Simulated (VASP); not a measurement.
# ZnSe (Stilleite): relaxation of cell and atoms with PBE+D3(BJ)

ZnSe (Stilleite):

```
Zn Se
1.0
     0.00000    2.83020    2.83020
     2.83020    0.00000    2.83020
     2.83020    2.83020    0.00000
Zn Se
1 1
Direct
  0.00000 0.00000 0.00000
  0.25000 0.25000 0.25000
```

- Program: VASP 6.6.1
- Task: relaxation of cell and atoms
- Functional: PBE
- Dispersion: D3(BJ)
- Potentials or basis: VASP PAW PBE potentials, release 64 (Zn, Se)
- Cutoff: 600 eV
- k mesh: 8 × 8 × 8
- Occupations: gaussian, width 0.03 eV
- Spin: no spin polarisation
- Further INCAR settings: ALGO = Normal; EDIFF = 1e-07; IBRION = 2; EDIFFG = -0.005; NSW = 90; ISIF = 3

* Relaxed volume: 22.69 Å³/atom
* Relaxed cell: a = 4.004 Å, b = 4.004 Å, c = 4.004 Å, α = 60.00°, β = 60.00°, γ = 60.00°
* Space group after relaxing (to 0.05 Å): F-43m (No. 216)
* Energy gained by relaxing: 0.0 meV/atom
* Ionic steps: 2
* Pressure after relaxing: 0.0 GPa
* Band gap on the k mesh: 1.30 eV, direct
* Dispersion energy per atom: -0.323 eV

Final structure:
```
Zn Se
1.0
     0.00000    2.83122    2.83122
     2.83122    0.00000    2.83122
     2.83122    2.83122    0.00000
Zn Se
1 1
Direct
  0.00000 0.00000 0.00000
  0.25000 0.25000 0.25000
```

Levels at points of the mesh, in eV from the valence-band top:
```csv
k point,band 6,band 7,band 8,band 9,band 10,band 11,band 12,band 13
"(0.00, 0.00, 0.00)",-6.18,0.00,0.00,0.00,1.30,5.80,5.80,5.80
"(0.50, 0.00, 0.00)",-6.02,-5.25,-0.87,-0.87,2.55,6.38,6.38,8.59
"(0.50, 0.50, 0.00)",-6.00,-4.77,-2.20,-2.20,2.98,3.46,10.76,11.27
```

It took 40 s on 1 thread of Intel(R) Xeon(R) Platinum 8375C CPU @ 2.90GHz (Ice Lake), with other jobs on the host, peak memory 0.19 GiB.
